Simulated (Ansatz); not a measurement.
Computed properties of TlCl (CsCl type)

All numbers come from Ansatz 0.2.0. The values are computed, non-magnetic, and not measurements.

The cell is TlCl built on the CsCl prototype; cell and atoms were relaxed with r2SCAN. The symmetry is Pm-3m (No. 221, cubic); a = 3.839 Å in the conventional setting, 28.29 Å³ an atom. Tl is surrounded by 8 Cl at 3.32 Å; Cl is surrounded by 8 Tl at 3.32 Å.

```cif
data_structure
_symmetry_space_group_name_H-M 'P 1'
_symmetry_Int_Tables_number 1
_cell_length_a 3.8388
_cell_length_b 3.8388
_cell_length_c 3.8388
_cell_angle_alpha 90.000
_cell_angle_beta 90.000
_cell_angle_gamma 90.000
_cell_volume 56.57
loop_
_atom_site_label
_atom_site_type_symbol
_atom_site_fract_x
_atom_site_fract_y
_atom_site_fract_z
_atom_site_occupancy
Tl1 Tl 0.00000 0.00000 0.00000 1
Cl1 Cl 0.50000 0.50000 0.50000 1
```

Relaxed lattice by functional, symmetry kept:
```csv
functional,k mesh,a (Å),volume (Å³/atom)
PBE,8×8×8,3.900,29.66
r2SCAN,6×6×6,3.839,28.29
```

Band edges at fixed r2SCAN geometry:
```tsv
level	k mesh	gap (eV)	kind	edges	least direct gap (eV)
PBE	6×6×6	2.08	direct	X	2.08
PBE+SOC	6×6×6	1.62	indirect	X → R	1.91
r2SCAN	6×6×6	2.51	direct	X	2.51
HSE06	4×4×4	2.85	direct	X	2.85
PBE0	4×4×4	3.50	direct	X	3.50
G0W0@PBE (168 empty bands, 120 eV, 4×4×4)	4×4×4	3.14	–	X (mesh)	–
```
PBE: smearing of 0.02 eV; the others have fixed occupations.
Wave cutoffs: 420 eV, 500 eV (r2SCAN).
The G0W0 gap is PBE's gap over the path plus the quasiparticle shift read on the mesh. G0W0 here is at a finite number of bands, screening cutoff and k mesh, not at the basis limit.

With HSE06 the gap is 2.85 eV and direct, at X. Spin-orbit coupling changes the PBE gap by -0.47 eV, to 1.62 eV, and turns it indirect; at Γ the threefold valence level splits into a fourfold and a twofold level 0.20 eV apart, the fourfold one on top.

r2SCAN covers 56 % of the step from PBE to HSE06, while HSE06 needs about 13 times r2SCAN's cost (on a coarser mesh). For gaps to 0.1 eV, spin-orbit coupling (up to 0.47 eV here) has to be included. The levels disagree on the kind of gap: direct with PBE, r2SCAN, HSE06, PBE0; indirect with PBE+SOC.

Only the levels marked +SOC include spin-orbit coupling.

The meshes of the hybrids are coarse, so their gaps aren't converged to the digits shown.

With a shallow d shell on the cation, G0W0 converges slowly in bands and cutoff, so these values are in doubt.
